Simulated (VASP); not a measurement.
Here is a VASP 6.6.1 calculation.

File INCAR:

```
SYSTEM = RbCl
PREC = Accurate
ENCUT = 600
EDIFF = 1E-7
ISMEAR = 0
SIGMA = 0.03
LREAL = .False.
LASPH = .True.
NELM = 80
ALGO = Normal
ISIF = 2
LWAVE = .False.
LCHARG = .False.
IBRION = 2
NSW = 40
EDIFFG = -0.01
```

The input KPOINTS:

```
regular mesh
0
Gamma
  8 8 8
  0 0 0
```

File POSCAR:

```
RbCl                                    
1.0
   -0.0000000000      3.2558368234      3.2558368234
    3.2558368234     -0.0000000000      3.2558368234
    3.2558368234      3.2558368234      0.0000000000
  Rb              Cl            
     1     1
Direct
     0.0000000000000000    0.0000000000000000    0.0000000000000000
     0.5000000000000000    0.5000000000000000    0.5000000000000000
```

Potentials or basis: VASP PAW LDA potentials, release 64 (Rb_sv, Cl).

Command:

```bash
$ cat potpaw_LDA.64/Rb_sv/POTCAR potpaw_LDA.64/Cl/POTCAR > POTCAR
$ mpirun -np 1 vasp_std > vasp.out
```

Problem. What does it give for the band gap on the k mesh?

Solution. 4.65 eV, direct.

Final structure:
```
Rb Cl
1.0
     0.00000    3.25584    3.25584
     3.25584    0.00000    3.25584
     3.25584    3.25584    0.00000
Rb Cl
1 1
Direct
  0.00000 0.00000 0.00000
  0.50000 0.50000 0.50000
```

Caveat: the relaxation stopped at its first step, so nothing moved. A k mesh can miss the band edges.
